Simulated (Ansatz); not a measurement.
# Al: the cost of one run

Program: Ansatz 0.2 early development. Level of theory: run time, relaxation, PBE, PAW. These are calculated values, not measurements.

### Step 1. The cell

It holds 31 Al; a = 8.100 Å, b = 8.100 Å, c = 8.100 Å, α = 90.00°, β = 90.00°, γ = 90.00°; 17.14 Å³ an atom; space group P1.

Cell or atoms stand a little off a more symmetric structure (Pm-3m at a tolerance of 0.3 Å), so results at this geometry aren't those of that ideal crystal.

### Step 2. The run

Input file input.yaml:

```yaml
crystal:
  lattice:
    - [8.1, 0, 0]
    - [0, 8.1, 0]
    - [0, 0, 8.1]
  atoms:
    - { symbol: Al, position: [0.995633919, 0.245747553, 0.252479514] }
    - { symbol: Al, position: [0.241504037, 0.999468949, 0.241644158] }
    - { symbol: Al, position: [0.254077673, 0.250751474, 0.005023393] }
    - { symbol: Al, position: [0.998132657, 0.001474796, 0.498941195] }
    - { symbol: Al, position: [0.997265456, 0.250538238, 0.745343676] }
    - { symbol: Al, position: [0.248686438, 0.002579984, 0.75021307] }
    - { symbol: Al, position: [0.248480414, 0.25810915, 0.500215454] }
    - { symbol: Al, position: [0.99782652, 0.500590985, 0.998063703] }
    - { symbol: Al, position: [0.998573689, 0.748702934, 0.257500947] }
    - { symbol: Al, position: [0.250083652, 0.500650231, 0.252497042] }
    - { symbol: Al, position: [0.257469921, 0.749171565, 0.997689349] }
    - { symbol: Al, position: [0.009165323, 0.494593953, 0.498640044] }
    - { symbol: Al, position: [0.002469937, 0.758457827, 0.74648184] }
    - { symbol: Al, position: [0.241008351, 0.502450528, 0.748067952] }
    - { symbol: Al, position: [0.248564919, 0.751708544, 0.500828439] }
    - { symbol: Al, position: [0.501077799, 0.998403227, 0.004775222] }
    - { symbol: Al, position: [0.505574013, 0.250118503, 0.248326263] }
    - { symbol: Al, position: [0.752716065, 0.001769608, 0.246146664] }
    - { symbol: Al, position: [0.748295438, 0.253885768, 0.999643451] }
    - { symbol: Al, position: [0.498782206, 0.000786886, 0.499875874] }
    - { symbol: Al, position: [0.499990791, 0.242849724, 0.756478934] }
    - { symbol: Al, position: [0.750738675, 0.996753255, 0.75362792] }
    - { symbol: Al, position: [0.751143941, 0.250065323, 0.503881514] }
    - { symbol: Al, position: [0.508373872, 0.502050403, 0.005870729] }
    - { symbol: Al, position: [0.507990026, 0.746219022, 0.248062294] }
    - { symbol: Al, position: [0.752875207, 0.493674079, 0.249010218] }
    - { symbol: Al, position: [0.754788477, 0.75386368, 0.002146296] }
    - { symbol: Al, position: [0.492980486, 0.508707027, 0.50204019] }
    - { symbol: Al, position: [0.50284107, 0.751832682, 0.743643682] }
    - { symbol: Al, position: [0.744685686, 0.495494117, 0.757104128] }
    - { symbol: Al, position: [0.746922223, 0.749102802, 0.499056546] }
kpoints:
  mp_grid: { grid: [2, 2, 2] }
hamiltonian:
  xc: pbe
  pseudopotentials: { kind: paw, source: jth }
magnetization:
  spin_polarized: false
scf:
  occupations: { method: cold, width: "0.27 eV" }
output:
  forces: true
  stress: false
relax:
  max_steps: 12
```

Command:

```sh
$ ansatz run input --backend cpu --threads 16 --events-out ev
```

Q: Estimate wall time and peak memory on 16 threads of Arm Neoverse V2 (Grace), shared host.

About 10 s, with a peak of 2.7 GiB.
